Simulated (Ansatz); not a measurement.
# Al3Ru2: the cost of one run

Computed with Ansatz 0.2.0 (DFT PBEsol, scalar-relativistic, plane waves, PAW, unless a step's input says otherwise).

2 further runs of the same task are left out: 2 that didn't finish.

## (1) The starting structure

The structure is tetragonal, space group I4/mmm (No. 139). Conventional cell: a = 3.078 Å, b = 3.078 Å, c = 14.286 Å, α = 90.00°, β = 90.00°, γ = 90.00°. Around Al (site symmetry 4/mmm) lie 8 Ru at 2.65 Å and 2 Al at 2.77 Å. Around Al (site symmetry 4mm) lie 5 Ru at 2.51 to 2.86 Å and 5 Al at 2.70 to 2.77 Å. Ru (site symmetry 4mm) has 9 Al at 2.51 to 2.86 Å as nearest neighbours.

As a file:

```cif
data_structure
_symmetry_space_group_name_H-M 'P 1'
_symmetry_Int_Tables_number 1
_cell_length_a 7.4673
_cell_length_b 7.4673
_cell_length_c 7.4673
_cell_angle_alpha 156.214
_cell_angle_beta 156.214
_cell_angle_gamma 33.889
_cell_volume 67.67
loop_
_atom_site_label
_atom_site_type_symbol
_atom_site_fract_x
_atom_site_fract_y
_atom_site_fract_z
_atom_site_occupancy
Al1 Al 0.00000 0.00000 0.00000 1
Al2 Al 0.80618 0.80618 0.00000 1
Al3 Al 0.19382 0.19382 0.00000 1
Ru1 Ru 0.60587 0.60587 0.00000 1
Ru2 Ru 0.39413 0.39413 0.00000 1
```

The structure comes from the Materials Project (structure only).

(A quick probe on a coarse mesh, which set the mesh and smearing, is not shown.)

## (3) Relaxing cell and atoms

input.yaml reads:

```yaml
crystal:
  lattice:
    - [-1.538900875, 1.538900875, 7.14310203]
    - [1.538900875, -1.538900875, 7.14310203]
    - [1.538900875, 1.538900875, -7.14310203]
  atoms:
    - { symbol: Al, position: [0.0, 0.0, 0.0] }
    - { symbol: Al, position: [0.80618462, 0.80618462, 0.0] }
    - { symbol: Al, position: [0.19381538, 0.19381538, 0.0] }
    - { symbol: Ru, position: [0.60586857, 0.60586857, 0.0] }
    - { symbol: Ru, position: [0.39413143, 0.39413143, 0.0] }
basis:
  ecutwfc: 420
kpoints:
  mp_grid: { grid: [16, 16, 16] }
hamiltonian:
  xc: pbesol
scf:
  occupations: { method: gaussian, width: 0.1 }
output:
  forces: true
  stress: true
  eigenvalues: true
relax:
  adjacent_minimum: "off"
  f_tol: 0.005
  max_steps: 80
  cell: { stress_tol: 0.05 }
```

Started as:

```console
$ ansatz run input.yaml --threads 2 --pin off --max-ram 7168MiB --backend cpu --events-out ev --progress --plain --runs-dir out
```

**Question.** How long does this run take on 2 threads of Arm Neoverse N1, shared host, and how much memory does it need?

About 1.9 min, with a peak of 0.71 GiB.
